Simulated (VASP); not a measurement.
Data:

```xyz
5
Lattice="3.8100 0.0000 0.0000 0.0000 3.8100 0.0000 0.0000 0.0000 3.8100" Properties=species:S:1:pos:R:3 pbc="T T T"
La     0.0000     0.0000     0.0000
Al     1.9050     1.9050     1.9050
O      1.9050     0.0000     1.9050
O      0.0000     1.9050     1.9050
O      1.9050     1.9050     0.0000
```

Level of theory: PBE GGA with spin-orbit coupling, VASP's PBE PAW potentials (set 64) (plane waves; VASP). Numerical set-up: 520 eV cut-off, 5×5×5 Γ-centred mesh, Gaussian smearing of 0.050 eV, potentials La Al O.

What does the run give for the energy per atom (σ→0), band gap (over mesh and band path) with the smallest direct gap where there is one?

```
Item                                                    Value
---------------------------------------------  --------------
band gap (over mesh and band path)                    3.48 eV
smallest direct gap (over mesh and band path)         3.57 eV
energy per atom (σ→0)                          -8.057 eV/atom
```

The absolute energy has meaning only against runs of the same code, potentials and settings.

The compound is LaAlO3 in the cubic perovskite structure, the ideal cubic form; the compound distorts at low or room temperature. The cell was not relaxed at this level.
